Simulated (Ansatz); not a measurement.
**Nudged elastic band run: Al**

input.yaml

```yaml
crystal:
  lattice:
    - [8.1, 0.0, 0.0]
    - [0.0, 8.1, 0.0]
    - [0.0, 0.0, 8.1]
  atoms:
    - { symbol: Al, position: [0.50141507, 7.19e-05, -0.00503167] }
    - { symbol: Al, position: [0.75336262, 0.25422597, 0.00408781] }
    - { symbol: Al, position: [0.73633525, 0.00023719, 0.25002331] }
    - { symbol: Al, position: [-0.00059511, 0.00023429, -0.01459117] }
    - { symbol: Al, position: [0.2482239, 0.25131509, 0.00117437] }
    - { symbol: Al, position: [0.49780132, 0.50015474, -0.0148334] }
    - { symbol: Al, position: [0.75349394, 0.74597303, 0.00421919] }
    - { symbol: Al, position: [0.26526376, 0.0002351, 0.25002313] }
    - { symbol: Al, position: [0.49780426, 0.23532232, 0.25002326] }
    - { symbol: Al, position: [0.68466319, 0.50001989, 0.2498403] }
    - { symbol: Al, position: [0.50141398, 7.198e-05, 0.50495445] }
    - { symbol: Al, position: [0.75352898, 0.25439604, 0.49579798] }
    - { symbol: Al, position: [0.74554756, 7.334e-05, 0.74990864] }
    - { symbol: Al, position: [0.00261776, 0.50001147, -0.05659198] }
    - { symbol: Al, position: [0.24809121, 0.74888311, 0.00130384] }
    - { symbol: Al, position: [0.00261964, 0.1934723, 0.24983813] }
    - { symbol: Al, position: [0.29943464, 0.5000128, 0.24983907] }
    - { symbol: Al, position: [0.49779601, 0.76487658, 0.25002338] }
    - { symbol: Al, position: [-0.00059511, 0.00023426, 0.51447538] }
    - { symbol: Al, position: [0.24805911, 0.25147545, 0.49871302] }
    - { symbol: Al, position: [0.49779843, 0.50015472, 0.51471854] }
    - { symbol: Al, position: [0.75366053, 0.74580286, 0.49566658] }
    - { symbol: Al, position: [0.25541848, 6.967e-05, 0.74990765] }
    - { symbol: Al, position: [0.50141594, 0.24511787, 0.74990783] }
    - { symbol: Al, position: [0.73633154, 0.50015688, 0.75011582] }
    - { symbol: Al, position: [0.00261667, 0.80752083, 0.24983801] }
    - { symbol: Al, position: [0.00261599, 0.50001156, 0.55747361] }
    - { symbol: Al, position: [0.24792584, 0.74872234, 0.49858315] }
    - { symbol: Al, position: [-0.00059284, 0.23555932, 0.75011385] }
    - { symbol: Al, position: [0.26526618, 0.50015593, 0.75011249] }
    - { symbol: Al, position: [0.50141334, 0.75510454, 0.74990785] }
    - { symbol: Al, position: [-0.00059696, 0.76463423, 0.75011413] }
    - { symbol: Al, position: [-0.01080273, 0.50060312, 0.25060576] }
basis:
  ecutwfc: 420.0
kpoints:
  mp_grid: { grid: [3, 3, 3] }
hamiltonian:
  xc: pbe
  dispersion: d3bj
scf:
  occupations: { method: gaussian, width: 0.05 }
  lower_state_search: "off"
neb:
  images: 7
  f_tol: 0.03
  initial_path: idpp
  max_iterations: 43
  final_atoms:
    - { symbol: Al, position: [0.50146002, -0.00524471, -0.00064741] }
    - { symbol: Al, position: [0.73633125, 0.25036412, 0.0009771] }
    - { symbol: Al, position: [0.75200432, 0.00287925, 0.25277612] }
    - { symbol: Al, position: [-0.0004889, -0.01515637, 0.00095986] }
    - { symbol: Al, position: [0.26542633, 0.25036863, 0.00095799] }
    - { symbol: Al, position: [0.5014497, 0.50454268, -0.00064108] }
    - { symbol: Al, position: [0.74569537, 0.74904441, -0.00063968] }
    - { symbol: Al, position: [0.24971842, 0.00017573, 0.250086] }
    - { symbol: Al, position: [0.49802774, 0.25036774, 0.23484965] }
    - { symbol: Al, position: [0.75388223, 0.49597718, 0.25470923] }
    - { symbol: Al, position: [0.49803104, -0.01532518, 0.50026648] }
    - { symbol: Al, position: [0.68519838, 0.24826318, 0.49882242] }
    - { symbol: Al, position: [0.75328347, 0.00420306, 0.74646899] }
    - { symbol: Al, position: [-0.00048466, 0.51401107, 0.00097374] }
    - { symbol: Al, position: [0.25542979, 0.74903425, -0.00064726] }
    - { symbol: Al, position: [0.00260267, 0.24824388, 0.19644276] }
    - { symbol: Al, position: [0.24787453, 0.49871515, 0.2519067] }
    - { symbol: Al, position: [0.5014595, 0.74903449, 0.24486824] }
    - { symbol: Al, position: [0.00259811, -0.05203712, 0.49881047] }
    - { symbol: Al, position: [0.29988484, 0.24825458, 0.49881576] }
    - { symbol: Al, position: [0.49800351, 0.51418641, 0.50026515] }
    - { symbol: Al, position: [0.73627435, 0.75140489, 0.50026409] }
    - { symbol: Al, position: [0.24846458, 0.00142, 0.74918487] }
    - { symbol: Al, position: [0.49800839, 0.25036647, 0.76439611] }
    - { symbol: Al, position: [0.75519409, 0.49465845, 0.74454093] }
    - { symbol: Al, position: [-0.00048839, 0.75138266, 0.23496483] }
    - { symbol: Al, position: [0.00258866, 0.56230015, 0.49881671] }
    - { symbol: Al, position: [0.26548017, 0.75137761, 0.50026688] }
    - { symbol: Al, position: [0.00259514, 0.24825032, 0.81061275] }
    - { symbol: Al, position: [0.24656472, 0.49745255, 0.74734573] }
    - { symbol: Al, position: [0.50145175, 0.74904086, 0.75468013] }
    - { symbol: Al, position: [-0.00048587, 0.75139659, 0.76427788] }
    - { symbol: Al, position: [-0.01022134, 0.2570234, 0.50482412] }
  order_check: true
```

Run as:

```bash
$ ansatz run input.yaml --threads 4 --pin off --max-ram 10240MiB --backend cpu --events-out ev --progress --plain --runs-dir out
```

Output, in part (warnings, iteration lines):

```
NEB end point (image 0): max|allowed force component| = 1.225e-2 eV/Å (the criterion of neb.relax_end_points is 1.000e-2)
NEB end point (image 8): max|allowed force component| = 1.189e-2 eV/Å (the criterion of neb.relax_end_points is 1.000e-2)
NEB iter   1: max|band force component| = 3.244e0 eV/Å  barrier→ = 2.7515 eV  barrier← = 2.7517 eV  Δτ_max = 0.1969 Å  (54 SCF iters)
NEB iter   2: max|band force component| = 8.180e-1 eV/Å  barrier→ = 1.2166 eV  barrier← = 1.2167 eV  Δτ_max = 0.1464 Å  (43 SCF iters)
NEB iter   3: max|band force component| = 1.814e-1 eV/Å  barrier→ = 1.0851 eV  barrier← = 1.0852 eV  CI = image 4  Δτ_max = 0.0303 Å  (38 SCF iters)
NEB iter   4: max|band force component| = 4.350e-2 eV/Å  barrier→ = 1.0725 eV  barrier← = 1.0726 eV  CI = image 4  Δτ_max = 0.0144 Å  (35 SCF iters)
NEB iter   5: max|band force component| = 4.317e-2 eV/Å  barrier→ = 1.0704 eV  barrier← = 1.0705 eV  CI = image 4  Δτ_max = 0.0548 Å  (35 SCF iters)
NEB iter   6: max|band force component| = 9.612e-2 eV/Å  barrier→ = 1.0588 eV  barrier← = 1.0589 eV  CI = image 4  Δτ_max = 0.0275 Å  (33 SCF iters)
NEB iter   7: max|band force component| = 1.153e-1 eV/Å  barrier→ = 1.0458 eV  barrier← = 1.0459 eV  CI = image 4  Δτ_max = 0.0550 Å  (32 SCF iters)
NEB iter   8: max|band force component| = 1.600e-1 eV/Å  barrier→ = 1.0075 eV  barrier← = 1.0077 eV  CI = image 4  Δτ_max = 0.1091 Å  (35 SCF iters)
[... lines left out ...]
```

The run converged. The profile has 2 maxima (images 4, 7) with wells between them (image 6): this band takes more than one step, which may be the mechanism or a detour left from its start path. By the program's own check the climbing image is a first-order saddle point (lowest curvatures found: -0.57 and 0.28 eV/Å²). Limits of this set-up: coarse k mesh, a small cell, in which the defect meets its images.

Final band (atoms are numbered from 1 in the order of the input):

```csv
image,path coordinate (Å),energy (eV),Al10–Al33 (Å),Al14–Al33 (Å),Al16–Al19 (Å)
0,0.00,0.00,2.47,2.49,2.65
1,0.65,0.00,2.49,2.50,2.56
2,1.30,0.18,2.49,2.54,2.56
3,1.95,0.44,2.50,2.62,2.62
4,2.60,0.56,2.55,2.76,2.68
5,3.71,0.25,2.72,3.40,2.68
6,4.82,0.00,2.87,4.07,2.75
7,5.93,0.04,3.01,4.26,3.05
8,7.04,0.00,3.39,4.53,3.45
```

Run time: 32 min on 4 threads of Intel(R) Xeon(R) Platinum 8488C (Sapphire Rapids) (shared host), peak memory 3.6 GiB.
